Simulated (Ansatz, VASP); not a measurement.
# ZnO in two plane-wave programs, part 2 of 2

One calculation is typed for both programs; each brings its own data sets. How far apart do they land? Of the first pair: The structure shown is the end of the Ansatz relaxation below.

VASP 6.6.1 and Ansatz 0.2.0.

So far. Step 3 (VASP: single point, PBEsol, pair 1): The run ends at a pressure of 0.62 GPa, with forces up to 1.7e-4 eV/Å.

## (5) VASP: relaxation of cell and atoms, PBEsol

Level of this step: PBEsol; plane waves and PAW (Zn, O) (VASP).

The relaxed volume is the usual yardstick between codes: in a stiff, nearly cubic crystal its relative difference is about their pressure difference at one cell divided by the bulk modulus.

The input, INCAR:

```
SYSTEM = ZnO
PREC = Accurate
ENCUT = 600
EDIFF = 1E-07
NELM = 120
ISMEAR = -1
SIGMA = 0.02
LREAL = .FALSE.
ALGO = Normal
GGA = PS
NBANDS = 24
LORBIT = 11
LWAVE = .FALSE.
LCHARG = .FALSE.
ISIF = 3
IBRION = 2
NSW = 80
EDIFFG = -0.005
LASPH = .TRUE.
GGA_COMPAT = .FALSE.
NELMIN = 4
EFERMI = MIDGAP
KPAR = 2
```

The input, POSCAR:

```
ZnO
1.0
    3.2500000000      0.0000000000      0.0000000000
   -1.6250000000      2.8145825600      0.0000000000
    0.0000000000      0.0000000000      5.2070000000
Zn O
2 2
Direct
    0.3333333433      0.6666666767      0.0000000000
    0.6666666767      0.3333333433      0.5000000000
    0.6666666767      0.3333333433      0.1201415200
    0.3333333433      0.6666666767      0.6201415200
```

The input, KPOINTS:

```
Automatic mesh
0
Gamma
10 10 6
0 0 0
```

Potentials, in the order of the species: Zn and O (PBE family, release 64).

Launch:

```
$ mpirun -np 2 vasp_std
```

Numbers of over 12 decimals in the logs are rounded to 6 here.

What it wrote:

```text
[banner, memory and clock lines left out]
running    2 mpi-ranks, on    1 nodes
[...]
[... a notice as in an earlier step ...]

 LDA part: xc-table for (Slater+PW92), standard interpolation
 POSCAR, INCAR and KPOINTS ok, starting setup
[...]
entering main loop
       N       E                     dE             d eps       ncg     rms          rms(c)
DAV:   1     0.300589237088E+03    0.30059E+03   -0.20178E+04  2696   0.239E+03
DAV:   2     0.811056694392E+01   -0.29248E+03   -0.27807E+03  2960   0.451E+02
DAV:   3    -0.217083307325E+02   -0.29819E+02   -0.29560E+02  3064   0.148E+02
DAV:   4    -0.222086107059E+02   -0.50028E+00   -0.49994E+00  3064   0.201E+01
[...]
DAV:  14    -0.194143737296E+02   -0.16179E-06   -0.52914E-06  2936   0.311E-02    0.469E-03
DAV:  15    -0.194143732451E+02    0.48454E-06   -0.11769E-06  3232   0.987E-03    0.936E-04
DAV:  16    -0.194143731947E+02    0.50371E-07   -0.58856E-08  1568   0.297E-03
   1 F= -.19414373E+02 E0= -.19414373E+02  d E =-.194144E+02
[... from here on, the cycles between the ionic steps are left out ...]
   2 F= -.19415440E+02 E0= -.19415440E+02  d E =-.106651E-02
   3 F= -.19415588E+02 E0= -.19415588E+02  d E =-.121529E-02
   4 F= -.19415588E+02 E0= -.19415588E+02  d E =-.121517E-02
   5 F= -.19415666E+02 E0= -.19415666E+02  d E =-.773651E-04
   6 F= -.19415693E+02 E0= -.19415693E+02  d E =-.104817E-03
   7 F= -.19415745E+02 E0= -.19415745E+02  d E =-.514986E-04
   8 F= -.19415807E+02 E0= -.19415807E+02  d E =-.113921E-03
[...]
reached required accuracy - stopping structural energy minimisation
```

From OUTCAR (step 5):

```text
  Total        0.0173383      0.0173383      0.0019933      0.0000000      0.0000000     -0.0000000
  in kB        0.5864665      0.5864665      0.0674231      0.0000000      0.0000000     -0.0000000
  external PRESSURE =       0.4134521 kB  Pullay stress =       0.0000000 kB

 POSITION                                       TOTAL-FORCE (eV/Angst)
 -----------------------------------------------------------------------------------
      0.00000      1.86799      5.22239         0.000000      0.000000     -0.002987
      1.61772      0.93399      2.60995         0.000000      0.000000     -0.002987
      1.61772      0.93399      0.63020        -0.000000     -0.000000      0.002987
      0.00000      1.86799      3.24264        -0.000000     -0.000000      0.002987
 -----------------------------------------------------------------------------------
    total drift:                               -0.000020     -0.000034      0.002000

  FREE ENERGIE OF THE ION-ELECTRON SYSTEM (eV)
  ---------------------------------------------------
  free  energy   TOTEN  =       -19.4158071060 eV

  energy  without entropy=      -19.4158071058  energy(sigma->0) =      -19.41580711

 reached required accuracy - stopping structural energy minimisation

[... 3 further parts left out ...]
[key lines of the parts left out:]
E-fermi :   1.4442
```

The run keeps the 12 symmetry operations of its start, so it cannot find a distortion of lower symmetry.

## (6) Ansatz: relaxation of cell and atoms, PBEsol

The same cell, functional, mesh and smearing now go to Ansatz.

The cell is taken from a series of runs on this material, whose earlier steps may have relaxed, scaled, displaced or heated it; both programs get it as it stands.

The input, input.yaml:

```yaml
crystal:
  lattice:
    - [3.25, 0.0, 0.0]
    - [-1.625, 2.81458256, 0.0]
    - [0.0, 0.0, 5.207]
  atoms:
    - { symbol: Zn, position: [0.33333333, 0.66666667, 0.0] }
    - { symbol: Zn, position: [0.66666667, 0.33333333, 0.5] }
    - { symbol: O, position: [0.66666667, 0.33333333, 0.12014152] }
    - { symbol: O, position: [0.33333333, 0.66666667, 0.62014152] }
kpoints:
  mp_grid: { grid: [10, 10, 6] }
scf:
  occupations: { method: fermi_dirac, width: 0.02 }
hamiltonian:
  xc: pbesol
  pseudopotentials: { kind: paw, azcp: { folder: soft_1 }, xc_functional: pbe }
basis:
  ecutwfc: 600
output:
  forces: true
  stress: true
relax:
  f_tol: 0.005
  max_steps: 70
  cell: { stress_tol: 0.02, p_target: 0 }
```

Launch:

```
$ ansatz run input.yaml --threads 4 --pin off --max-ram 10240MiB --backend cpu --events-out ev --progress --plain --runs-dir out
```

What it wrote:

```text
[...]
Crystal: 4 atoms, lattice volume = 47.630 Å³
Basis set: ecut = 600 eV, 1605 PW (Γ), exchange–correlation on 54×54×90 points (8 copies of the dense FFT grid, shifted against one another)
Bands: 22, of which v1, the nominal top of the filled ones, is band 18 counted from 1 (17 counted from 0)
Symmetry: 12 space group operations
[...]
k-points: 56 of 600 (time reversal used)
[...]
cell:  # Å, volume = 47.1451 Å³
    - [3.230817, 0, 0]
    - [-1.615409, 2.797970, -2.2415155456163343e-19]
    - [0, -4.1468214886035e-19, 5.215323]
  atoms:
    - { symbol: Zn, position: [0.333333, 0.666667, -0.000463583] }
    - { symbol: Zn, position: [0.666667, 0.333333, 0.499536] }
    - { symbol: O, position: [0.666667, 0.333333, 0.120605] }
    - { symbol: O, position: [0.333333, 0.666667, 0.620605] }
[key lines of the parts left out:]
SCF converged after 7 iterations
Free energy (F): -7684.281162 eV
Fermi energy:    7.527304 eV
P = ⅓ Tr σ = 0.0005 GPa (0.005 kbar)
```

## (7) Side by side

What differs besides the data sets and the points named for the pairs above, as far as they apply: Ansatz adds a Pulay correction to the stress that steers its cell, VASP none. Total energies have different zeros and are not compared.

The two programs side by side:

```csv
quantity,Ansatz,VASP,difference
volume (Å³),47.15,47.37,-0.47 %
"edge a after relaxation, in the typed setting (Å)",3.231,3.235,-0.14 %
"edge c after relaxation, in the typed setting (Å)",5.215,5.225,-0.18 %
```

## (8) Ansatz: relaxation, PBEsol

This run makes the geometry at which the two programs are then compared.

The structure compared here is the end of the Ansatz relaxation.

input.yaml, the sections that differ from step 6:

```yaml
crystal:
  lattice:
    - [3.246971085, 0.0, 0.0]
    - [-1.6234855425, 2.811959445, 0.0]
    - [0.0, 0.0, 5.11101654]
  atoms:
    - { symbol: Zn, position: [0.3333333, 0.6666667, 0.9995364] }
    - { symbol: Zn, position: [0.6666667, 0.3333333, 0.4995364] }
    - { symbol: O, position: [0.6666667, 0.3333333, 0.1206051] }
    - { symbol: O, position: [0.3333333, 0.6666667, 0.6206051] }
kpoints:
  mp_grid: { grid: [10, 10, 5] }
relax:
  f_tol: 0.005
  max_steps: 70
  cell: { stress_tol: 0.02, p_target: 0, fix: [c, alpha, beta, gamma] }
# scf, hamiltonian, basis, output: as in step 6
```

What it wrote:

```text
[...]
Crystal: 4 atoms, lattice volume = 46.665 Å³
Basis set: ecut = 600 eV, 1581 PW (Γ), exchange–correlation on 54×54×90 points (8 copies of the dense FFT grid, shifted against one another)
Bands: 22, of which v1, the nominal top of the filled ones, is band 18 counted from 1 (17 counted from 0)
Symmetry: 4 space group operations
k-points: 93 of 500 (time reversal used)
[...]
--- Relaxed structure (4 steps of the walk, 4 accepted, 1 SCFs on fresh bases) ---
[...]
cell:  # Å, volume = 46.8379 Å³
    - [3.252967, -1.9056205438566585e-19, 0]
    - [-1.626483, 2.817152, 0]
    - [0, 0, 5.11101654]
  atoms:
    - { symbol: Zn, position: [0.333333, 0.666667, 1.003225] }
    - { symbol: Zn, position: [0.666667, 0.333333, 0.503225] }
    - { symbol: O, position: [0.666667, 0.333333, 0.116916] }
    - { symbol: O, position: [0.333333, 0.666667, 0.616916] }
[key lines of the parts left out:]
SCF converged after 8 iterations
Free energy (F): -7684.273031 eV
Fermi energy:    7.629521 eV
P = ⅓ Tr σ = 0.8689 GPa (8.689 kbar)
```

## (9) VASP: single point, PBEsol, pair 3

The same cell, functional, mesh and smearing now go to VASP, with its own data sets.

The input, INCAR:

```
SYSTEM = ZnO
PREC = Accurate
ENCUT = 600
EDIFF = 1E-06
NELM = 120
ISMEAR = -1
SIGMA = 0.02
LREAL = .FALSE.
ALGO = Normal
GGA = PS
NBANDS = 24
LORBIT = 11
LWAVE = .FALSE.
LCHARG = .FALSE.
ISIF = 2
LASPH = .TRUE.
GGA_COMPAT = .FALSE.
EFERMI = MIDGAP
KPAR = 2
```

The input, POSCAR:

```
ZnO
1.0
    3.2529665877      0.0000000000      0.0000000000
   -1.6264832939      2.8171517027      0.0000000000
    0.0000000000      0.0000000000      5.1110165400
Zn O
2 2
Direct
    0.3333333310      0.6666666644      0.0032252779
    0.6666666644      0.3333333310      0.5032252779
    0.6666666644      0.3333333310      0.1169162221
    0.3333333310      0.6666666644      0.6169162221
```

The input, KPOINTS:

```
Automatic mesh
0
Gamma
10 10 5
0 0 0
```

Launch:

```
$ mpirun -np 2 vasp_std
```

What it wrote:

```text
[... set-up lines as in an earlier step ...]
 entering main loop
       N       E                     dE             d eps       ncg     rms          rms(c)
DAV:   1     0.297416521024E+03    0.29742E+03   -0.20167E+04  2032   0.242E+03
DAV:   2     0.736099217214E+01   -0.29006E+03   -0.27537E+03  2208   0.451E+02
DAV:   3    -0.217254281649E+02   -0.29086E+02   -0.28848E+02  2288   0.146E+02
DAV:   4    -0.222008530775E+02   -0.47542E+00   -0.47520E+00  2336   0.197E+01
[...]
DAV:  12    -0.194042570996E+02   -0.29678E-04   -0.10834E-04  2848   0.237E-01    0.175E-02
DAV:  13    -0.194042566730E+02    0.42656E-06   -0.15798E-05  2504   0.110E-01    0.794E-03
DAV:  14    -0.194042569327E+02   -0.25968E-06   -0.51178E-06  2168   0.287E-02
   1 F= -.19404257E+02 E0= -.19404257E+02  d E =-.593669E-10
```

From OUTCAR (step 9):

```text
  Total        0.1817512      0.1817512      0.9635672     -0.0000000      0.0000000      0.0000000
  in kB        6.2171421      6.2171421     32.9606277     -0.0000000      0.0000000      0.0000000
  external PRESSURE =      15.1316373 kB  Pullay stress =       0.0000000 kB

 POSITION                                       TOTAL-FORCE (eV/Angst)
 -----------------------------------------------------------------------------------
     -0.00000      1.87810      0.01648        -0.000000      0.000000      0.003758
      1.62648      0.93905      2.57199        -0.000000     -0.000000      0.003758
      1.62648      0.93905      0.59756         0.000000      0.000000     -0.003758
     -0.00000      1.87810      3.15307        -0.000000     -0.000000     -0.003758
 -----------------------------------------------------------------------------------
    total drift:                                0.000009      0.000016      0.001093

  FREE ENERGIE OF THE ION-ELECTRON SYSTEM (eV)
  ---------------------------------------------------
  free  energy   TOTEN  =       -19.4042569327 eV

  energy  without entropy=      -19.4042569327  energy(sigma->0) =      -19.40425693

[... 1 part as in an earlier step ...]

[... 2 further parts left out ...]
[key lines of the parts left out:]
E-fermi :   1.5486
```

The run ends at a pressure of 1.51 GPa, with forces up to 0.0038 eV/Å.

## (10) Differences

The two programs side by side:

```
              quantity  Ansatz   VASP  difference
        pressure (GPa)    0.87   1.51       -0.64
gap on the k mesh (eV)   0.744  0.730      +0.013
```

At this near-relaxed geometry the largest component of a force difference is 4 meV/Å. A gap on the mesh is an upper bound, since the band edges may lie between its points.

## (11) Results

| Quantity | Value |
| --- | --- |
| difference in gap on the k mesh (single point, PBEsol, pair 1) | 0.014 eV |
| difference in pressure (single point, PBEsol, pair 1) | -0.62 GPa |
| difference in volume (relaxation of cell and atoms, PBEsol) | -0.47 % |
| difference in gap on the k mesh (single point, PBEsol, pair 3) | 0.013 eV |
| difference in pressure (single point, PBEsol, pair 3) | -0.64 GPa |

What this shows: The difference in pressure is -0.64 GPa (single point, PBEsol, pair 3), within the 1 GPa picked in this series as the mark of a large difference. 5 further runs of this series are not shown here. Such differences can come from data sets, numerical settings and the points named under the comparisons, not from the functional's error against experiment.

[Lines on the potential files, build, host, timing and source positions are cut from VASP's logs without a mark.]

[Logs are printed without paths, hosts, clocks, repeated set-up lines and the standing remarks that a program may print on its own settings, such as how far it seeks lower states.]

[Hosts, paths, dates, database ids (printed as entryN), source tags and the programs' standing remarks are cut or masked in the printed files.]
